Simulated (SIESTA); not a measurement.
Runs of SIESTA 5.4.2 on Cu. The cell holds a slab with vacuum, 6 atoms: a = 2.531 Å, b = 2.531 Å, c = 25.327 Å, α = 90.00°, β = 90.00°, γ = 120.00°. 

| level | potentials or basis | gap on the mesh (eV) | largest force (eV/Å) |
| --- | --- | --- | --- |
| RPBE | PseudoDojo 0.4 standard (PBE files), DZP (energy shift 0.003 Ry; two zetas on semicore shells) | none | 0.48 |
| AM05 | PseudoDojo 0.4 standard (PBEsol files), DZP (energy shift 0.003 Ry; two zetas on semicore shells) | none | (a) |
| BLYP | PseudoDojo 0.4 standard (PBE files), DZP (energy shift 0.003 Ry; two zetas on semicore shells) | none | 0.51 |
| WC | PseudoDojo 0.4 standard (PBEsol files), DZP (energy shift 0.003 Ry; two zetas on semicore shells) | none | (b) |
| PBE | PseudoDojo 0.4 standard (PBE files), DZP (energy shift 0.003 Ry; two zetas on semicore shells) | none | 0.26 |

Alike in all rows: task single point; no spin polarisation; cell as given; k mesh 8 × 8 × 1; smearing fermi-dirac 0.05 eV; grid cutoff 800 Ry; energy shift 0.003 Ry.

Task: Estimate the missing entries.

Result: (a) 0.11; (b) 0.09.

Caveats: the basis of atomic orbitals isn't converged, which shifts pressures, moduli and gaps; the potentials were made for another functional, which shifts forces and pressure (some runs).

A k mesh can miss the band edges.

A gap of «none» marks a metal or a gap under the smearing width.

Not every run made on this cell is shown here.
